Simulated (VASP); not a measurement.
# Ru (P6_3/mmc) in VASP: further runs, part 3 of 3

VASP 6.6.1. Earlier steps stand in the parts before.

**5. Band structure, BLYP**

File POSCAR:

```
Ru
1.0
    2.7058000000      0.0000000000      0.0000000000
   -1.3529000000      2.3432915376      0.0000000000
    0.0000000000      0.0000000000      4.2819000000
Ru
2
Direct
    0.6666666667      0.3333333333      0.7500000000
    0.3333333333      0.6666666667      0.2500000000
```

File INCAR.step1:

```
  PREC = Accurate
  ENCUT = 520
  EDIFF = 1E-6
  ISMEAR = -1
  SIGMA = 0.05
  LREAL = False
  LASPH = True
  NELM = 80
  ALGO = Fast
  ISIF = 2
  LWAVE = False
  LCHARG = True
  LMAXMIX = 4
  GGA = B5
  ALDAX = 1.0
  AGGAX = 1.0
  AGGAC = 1.0
  ALDAC = 0.0
  NBANDS = 21
```

File KPOINTS.step1:

```
regular mesh
0
Gamma
  11 11 6
```

File INCAR.step2:

```
  PREC = Accurate
  ENCUT = 520
  EDIFF = 1E-6
  ISMEAR = 0
  SIGMA = 0.05
  LREAL = False
  LASPH = True
  NELM = 80
  ALGO = Fast
  ISIF = 2
  LWAVE = False
  LCHARG = False
  LMAXMIX = 4
  GGA = B5
  ALDAX = 1.0
  AGGAX = 1.0
  AGGAC = 1.0
  ALDAC = 0.0
  NBANDS = 21
  ICHARG = 11
```

File KPOINTS.step2:

```
path GMKGALHA,LM,KH
10
line-mode
reciprocal
 0.0000000000  0.0000000000  0.0000000000  G
 0.5000000000  0.0000000000  0.0000000000  M

 0.5000000000  0.0000000000  0.0000000000  M
 0.3333333333  0.3333333333  0.0000000000  K

 0.3333333333  0.3333333333  0.0000000000  K
 0.0000000000  0.0000000000  0.0000000000  G

 0.0000000000  0.0000000000  0.0000000000  G
 0.0000000000  0.0000000000  0.5000000000  A

 0.0000000000  0.0000000000  0.5000000000  A
 0.5000000000  0.0000000000  0.5000000000  L

 0.5000000000  0.0000000000  0.5000000000  L
 0.3333333333  0.3333333333  0.5000000000  H

 0.3333333333  0.3333333333  0.5000000000  H
 0.0000000000  0.0000000000  0.5000000000  A

 0.5000000000  0.0000000000  0.5000000000  L
 0.5000000000  0.0000000000  0.0000000000  M

 0.3333333333  0.3333333333  0.0000000000  K
 0.3333333333  0.3333333333  0.5000000000  H
```

Potentials or basis: VASP PAW PBE potentials, release 64 (Ru_pv).

Command:

```sh
> cat potpaw_PBE.64/Ru_pv/POTCAR > POTCAR
> cp INCAR.step1 INCAR
> cp KPOINTS.step1 KPOINTS
> mpirun -np 1 vasp_std > vasp.out
> cp INCAR.step2 INCAR
> cp KPOINTS.step2 KPOINTS
> mpirun -np 1 vasp_std > vasp.out
```

OUTCAR:

```text
PREC = Accurate
   ENCUT = 520
   EDIFF = 1E-6
   ISMEAR = 0
   LREAL = False
   LASPH = True
   NELM = 80
   ISIF = 2
   GGA = B5
   ICHARG = 11

 ion  position               nearest neighbor table
   1  0.667  0.333  0.750-   2 2.65   2 2.65   2 2.65   2 2.65   2 2.65   2 2.65
   2  0.333  0.667  0.250-   1 2.65   1 2.65   1 2.65   1 2.65   1 2.65   1 2.65

  LATTYP: Found a hexagonal cell.
 ALAT       =     2.7058000000
 C/A-ratio  =     1.5824894671

  Lattice vectors:

[... 759 lines left out ...]

------------------------ aborting loop because EDIFF is reached ----------------------------------------

  FORCE on cell =-STRESS in cart. coord.  units (eV):
  Direction    XX          YY          ZZ          XY          YZ          ZX
  --------------------------------------------------------------------------------------
  -------------------------------------------------------------------------------------
  Total        4.4714158      4.4714158      8.2704047     -0.0000000      0.0000000      0.0000000
  in kB      263.8743041    263.8743041    488.0662832     -0.0000000      0.0000000      0.0000000
  external PRESSURE =     338.6049638 kB  Pullay stress =       0.0000000 kB

 VOLUME and BASIS-vectors are now :
 -----------------------------------------------------------------------------
  energy-cutoff  :      520.00
  volume of cell :       27.15
      direct lattice vectors                 reciprocal lattice vectors
     2.705800000  0.000000000  0.000000000     0.369576465  0.213375072  0.000000000
    -1.352900000  2.343291538  0.000000000     0.000000000  0.426750144  0.000000000
     0.000000000  0.000000000  4.281900000     0.000000000  0.000000000  0.233541185

 POSITION                                       TOTAL-FORCE (eV/Angst)
 -----------------------------------------------------------------------------------
      1.35290      0.78110      3.21143        -0.000000      0.000000      0.000000
     -0.00000      1.56219      1.07048         0.000000     -0.000000      0.000000
 -----------------------------------------------------------------------------------
    total drift:                               -0.000000      0.000000     -0.000000

  FREE ENERGIE OF THE ION-ELECTRON SYSTEM (eV)
  ---------------------------------------------------
  free  energy   TOTEN  =       -16.0010794839 eV

  energy  without entropy=      -15.9977796661  energy(sigma->0) =      -15.99942958
```

OSZICAR.step1:

```text
N       E                     dE             d eps       ncg     rms          rms(c)
DAV:   1     0.293190241667E+03    0.29319E+03   -0.17672E+04  2688   0.149E+03
DAV:   2    -0.110603893098E+02   -0.30425E+03   -0.29483E+03  2753   0.446E+02
DAV:   3    -0.168637633451E+02   -0.58034E+01   -0.57601E+01  3163   0.693E+01
DAV:   4    -0.169058638533E+02   -0.42101E-01   -0.42035E-01  3421   0.567E+00
DAV:   5    -0.169063245436E+02   -0.46069E-03   -0.45788E-03  3022   0.523E-01    0.170E+01
RMM:   6    -0.158195872523E+02    0.10867E+01   -0.24184E+00  2749   0.129E+01    0.478E+00
RMM:   7    -0.157520339333E+02    0.67553E-01   -0.30512E-01  2975   0.411E+00    0.108E+00
RMM:   8    -0.157461245083E+02    0.59094E-02   -0.22967E-02  3050   0.144E+00    0.391E-01
RMM:   9    -0.157461268068E+02   -0.22986E-05   -0.25149E-03  3114   0.467E-01    0.553E-02
RMM:  10    -0.157461593181E+02   -0.32511E-04   -0.34764E-04  3208   0.156E-01    0.197E-02
RMM:  11    -0.157461642409E+02   -0.49228E-05   -0.78350E-05  3270   0.679E-02    0.962E-03
RMM:  12    -0.157461614243E+02    0.28166E-05   -0.14406E-05  3190   0.250E-02    0.253E-03
RMM:  13    -0.157461623354E+02   -0.91113E-06   -0.18058E-06  2152   0.104E-02
   1 F= -.15746162E+02 E0= -.15737824E+02  d E =-.166776E-01
```

Run time: 46 s. Hardware: 1 thread of Intel Xeon Platinum 8488C (Sapphire Rapids), shared host; peak memory 0.16 GiB.

What came out:

* Band gap along the path: none (metal or under the smearing width)

Levels at the corners of the path, in eV from the Fermi level:
| point | band 10 | band 11 | band 12 | band 13 | band 14 | band 15 | band 16 | band 17 | band 18 | band 19 |
| --- | --- | --- | --- | --- | --- | --- | --- | --- | --- | --- |
| Γ | -2.54 | -2.37 | -1.87 | -1.87 | -1.35 | -1.35 | 1.23 | 1.23 | 1.67 | 10.15 |
| M | -2.95 | -1.97 | -1.56 | -1.44 | 1.47 | 1.88 | 1.96 | 4.24 | 6.31 | 10.19 |
| M | -2.95 | -1.97 | -1.56 | -1.44 | 1.47 | 1.88 | 1.96 | 4.24 | 6.31 | 10.19 |
| K | -3.59 | -2.74 | -2.74 | -1.00 | 1.06 | 1.06 | 1.49 | 7.28 | 7.40 | 7.40 |
| K | -3.59 | -2.74 | -2.74 | -1.00 | 1.06 | 1.06 | 1.49 | 7.28 | 7.40 | 7.40 |
| Γ | -2.54 | -2.37 | -1.87 | -1.87 | -1.35 | -1.35 | 1.23 | 1.23 | 1.67 | 10.15 |
| Γ | -2.54 | -2.37 | -1.87 | -1.87 | -1.35 | -1.35 | 1.23 | 1.23 | 1.67 | 10.15 |
| A | -2.71 | -2.71 | -2.71 | -2.55 | -2.55 | 0.58 | 0.58 | 0.58 | 0.58 | 10.20 |
| A | -2.71 | -2.71 | -2.71 | -2.55 | -2.55 | 0.58 | 0.58 | 0.58 | 0.58 | 10.20 |
| L | -4.44 | -1.00 | -1.00 | 0.61 | 0.61 | 1.72 | 1.72 | 3.63 | 3.63 | 10.18 |
| L | -4.44 | -1.00 | -1.00 | 0.61 | 0.61 | 1.72 | 1.72 | 3.63 | 3.63 | 10.18 |
| H | -3.94 | -2.56 | -2.56 | -1.13 | -1.13 | 1.28 | 1.28 | 8.68 | 8.68 | 10.19 |
| H | -3.94 | -2.56 | -2.56 | -1.13 | -1.13 | 1.28 | 1.28 | 8.68 | 8.68 | 10.19 |
| A | -2.71 | -2.71 | -2.71 | -2.55 | -2.55 | 0.58 | 0.58 | 0.58 | 0.58 | 10.20 |
| L | -4.44 | -1.00 | -1.00 | 0.61 | 0.61 | 1.72 | 1.72 | 3.63 | 3.63 | 10.18 |
| M | -2.95 | -1.97 | -1.56 | -1.44 | 1.47 | 1.88 | 1.96 | 4.24 | 6.31 | 10.19 |
| K | -3.59 | -2.74 | -2.74 | -1.00 | 1.06 | 1.06 | 1.49 | 7.28 | 7.40 | 7.40 |
| H | -3.94 | -2.56 | -2.56 | -1.13 | -1.13 | 1.28 | 1.28 | 8.68 | 8.68 | 10.19 |

Caveat: the log is that of the step along the path at fixed density, whose energy, stress, charges and moments have no meaning; the PAW data sets were made with another functional, which shifts forces and pressure a little.

**6. Band structure, PW91**

File INCAR:

```
SYSTEM = Ru
ALGO = Fast ; EDIFF = 1E-6
ENCUT = 520 ; GGA = 91
ISIF = 2 ; ISMEAR = -1
LASPH = .TRUE. ; LCHARG = .FALSE.
LMAXMIX = 4 ; LREAL = .FALSE.
LWAVE = .FALSE. ; NELM = 60
PREC = Accurate ; SIGMA = 0.05
```

File KPOINTS:

```
k-points
0
G
  11 11 6
  0 0 0
```

POSCAR is that of step 5.

File KPOINTS_OPT:

```
path GMKGALHA,LM,KH
20
line-mode
reciprocal
 0.0000000000  0.0000000000  0.0000000000  G
 0.5000000000  0.0000000000  0.0000000000  M

 0.5000000000  0.0000000000  0.0000000000  M
 0.3333333333  0.3333333333  0.0000000000  K

 0.3333333333  0.3333333333  0.0000000000  K
 0.0000000000  0.0000000000  0.0000000000  G

 0.0000000000  0.0000000000  0.0000000000  G
 0.0000000000  0.0000000000  0.5000000000  A

 0.0000000000  0.0000000000  0.5000000000  A
 0.5000000000  0.0000000000  0.5000000000  L

 0.5000000000  0.0000000000  0.5000000000  L
 0.3333333333  0.3333333333  0.5000000000  H

 0.3333333333  0.3333333333  0.5000000000  H
 0.0000000000  0.0000000000  0.5000000000  A

 0.5000000000  0.0000000000  0.5000000000  L
 0.5000000000  0.0000000000  0.0000000000  M

 0.3333333333  0.3333333333  0.0000000000  K
 0.3333333333  0.3333333333  0.5000000000  H
```

Potentials or basis: VASP PAW PBE potentials, release 64 (Ru_pv).

Command:

```sh
> cat potpaw_PBE.64/Ru_pv/POTCAR > POTCAR
> mpirun -np 1 vasp_std > vasp.out
```

OUTCAR:

```text
SYSTEM = Ru
   EDIFF = 1E-6
   ENCUT = 520
   GGA = 91
   ISIF = 2
   ISMEAR = -1
   LASPH = .TRUE.
   LREAL = .FALSE.
   NELM = 60
   PREC = Accurate

 ion  position               nearest neighbor table
   1  0.667  0.333  0.750-   2 2.65   2 2.65   2 2.65   2 2.65   2 2.65   2 2.65
   2  0.333  0.667  0.250-   1 2.65   1 2.65   1 2.65   1 2.65   1 2.65   1 2.65

  LATTYP: Found a hexagonal cell.
 ALAT       =     2.7058000000
 C/A-ratio  =     1.5824894671

  Lattice vectors:

 A1 = (   2.7058000000,   0.0000000000,   0.0000000000)
[... 194 lines left out ...]
      5     -29.6069      2.00000
      6     -29.5655      2.00000
[... 481 lines left out ...]
      5     -29.7000      2.00000
      6     -29.6664      2.00000
[... 10 lines left out ...]
     17      14.3271      0.00000
     18      18.4950      0.00000

 [... further k-points ...]
[... 5 lines left out ...]
  --------------------------------------------------------------------------------------
  -------------------------------------------------------------------------------------
  Total        1.0440078      1.0440078      1.0383942     -0.0000000      0.0000000      0.0000000
  in kB       61.6106484     61.6106484     61.2793705     -0.0000000      0.0000000      0.0000000
  external PRESSURE =      61.5002224 kB  Pullay stress =       0.0000000 kB

 VOLUME and BASIS-vectors are now :
 -----------------------------------------------------------------------------
  energy-cutoff  :      520.00
  volume of cell :       27.15
      direct lattice vectors                 reciprocal lattice vectors
     2.705800000  0.000000000  0.000000000     0.369576465  0.213375072  0.000000000
    -1.352900000  2.343291538  0.000000000     0.000000000  0.426750144  0.000000000
     0.000000000  0.000000000  4.281900000     0.000000000  0.000000000  0.233541185

 POSITION                                       TOTAL-FORCE (eV/Angst)
 -----------------------------------------------------------------------------------
      1.35290      0.78110      3.21143         0.000000      0.000000      0.000000
     -0.00000      1.56219      1.07048        -0.000000      0.000000      0.000000
 -----------------------------------------------------------------------------------
    total drift:                               -0.000000      0.000000     -0.000000

  FREE ENERGIE OF THE ION-ELECTRON SYSTEM (eV)
  ---------------------------------------------------
  free  energy   TOTEN  =       -18.4194466095 eV

  energy  without entropy=      -18.4028308858  energy(sigma->0) =      -18.41113875
```

Run time: 44 s. Hardware: 1 thread of Intel Xeon Platinum 8488C (Sapphire Rapids), shared host; peak memory 0.17 GiB.

Results:

| Quantity | Value |
| --- | --- |
| Free energy | -18.4194 eV |
| Pressure | 6.2 GPa |
| Band gap along the path | none (metal or under the smearing width) |

Levels at the corners of the path, in eV from the Fermi level:
```
point  band 10  band 11  band 12  band 13  band 14  band 15  band 16  band 17  band 18
    Γ    -2.53    -2.36    -1.85    -1.85    -1.33    -1.33     1.25     1.25     1.43
    M    -2.95    -2.00    -1.68    -1.45     1.49     1.91     1.98     4.16     6.23
    M    -2.95    -2.00    -1.68    -1.45     1.49     1.91     1.98     4.16     6.23
    K    -3.68    -2.77    -2.77    -1.01     1.07     1.07     1.50     7.14     7.34
    K    -3.68    -2.77    -2.77    -1.01     1.07     1.07     1.50     7.14     7.34
    Γ    -2.53    -2.36    -1.85    -1.85    -1.33    -1.33     1.25     1.25     1.43
    Γ    -2.53    -2.36    -1.85    -1.85    -1.33    -1.33     1.25     1.25     1.43
    A    -2.70    -2.70    -2.70    -2.62    -2.62     0.61     0.61     0.61     0.61
    A    -2.70    -2.70    -2.70    -2.62    -2.62     0.61     0.61     0.61     0.61
    L    -4.46    -0.99    -0.99     0.54     0.54     1.74     1.74     3.50     3.50
    L    -4.46    -0.99    -0.99     0.54     0.54     1.74     1.74     3.50     3.50
    H    -4.02    -2.63    -2.63    -1.12    -1.12     1.29     1.29     8.55     8.55
    H    -4.02    -2.63    -2.63    -1.12    -1.12     1.29     1.29     8.55     8.55
    A    -2.70    -2.70    -2.70    -2.62    -2.62     0.61     0.61     0.61     0.61
    L    -4.46    -0.99    -0.99     0.54     0.54     1.74     1.74     3.50     3.50
    M    -2.95    -2.00    -1.68    -1.45     1.49     1.91     1.98     4.16     6.23
    K    -3.68    -2.77    -2.77    -1.01     1.07     1.07     1.50     7.14     7.34
    H    -4.02    -2.63    -2.63    -1.12    -1.12     1.29     1.29     8.55     8.55
```

Caveat: the PAW data sets were made with another functional, which shifts forces and pressure a little.

**7. Overview**

| level | spin | k mesh | pressure (GPa) |
| --- | --- | --- | --- |
| PBEsol | SOC, no magnetisation | 8 × 8 × 5 | -6.5 |
| RPBE | off | 11 × 11 × 6 | - |
| revPBE | off | 11 × 11 × 6 | 7.7 |
| BLYP | off | 11 × 11 × 6 | - |
| PW91 | off | 11 × 11 × 6 | 6.2 |

Alike in all rows: task band structure; potentials or basis VASP PAW PBE potentials, release 64 (Ru_pv); cell as given; cutoff (eV) 520; smearing fermi-dirac 0.05 eV.

The pressure there spans -6.5 GPa (PBEsol) to 7.7 GPa (revPBE); a positive pressure means that this level wants a larger cell, a negative one a smaller.

Caveats: the PAW data sets were made with another functional, which shifts forces and pressure a little.

Absolute energies hang on the potentials; compare differences alone.
